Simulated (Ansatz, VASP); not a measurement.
## One calculation of SiC, two programs

```xyz
2
Lattice="2.8644 0.0000 0.0000 -1.4322 2.4806 0.0000 0.0000 0.0000 2.5578" Properties=species:S:1:pos:R:3 pbc="T T T"
Si    0.0000    1.6538    1.2789
C     1.4322    0.8269    0.0000
```

Alike in both runs: functional PBE; k mesh 6 × 6 × 6; occupations gaussian, width 0.1 eV; no spin polarisation.

Ansatz relaxed the structure, and its values are those at the end. VASP's run is a single point on that final structure, the one shown.

|  | VASP | Ansatz |
| --- | --- | --- |
| version | VASP 6.6.1 | Ansatz 0.2.0 |
| potentials or method | VASP PAW PBE potentials, release 64 (Si, C) | scalar-relativistic, plane waves, PAW |
| plane-wave cutoff (eV) | 520 | 420 |
| valence electrons in the cell | 8 | 8 |

|  | VASP | Ansatz | Ansatz less VASP |
| --- | --- | --- | --- |
| gap on the k mesh at the Fermi level (eV) | none | none | - |
| pressure (GPa) | 0.1 | 0.0 | -0.13 |

A gap of «none» marks a metal or a gap that the smearing closes. With one functional, cell and mesh, what is left measures potentials, basis and numerics.

Caveats: the k mesh is coarse (spacing up to 0.42 Å⁻¹), so the values aren't converged.
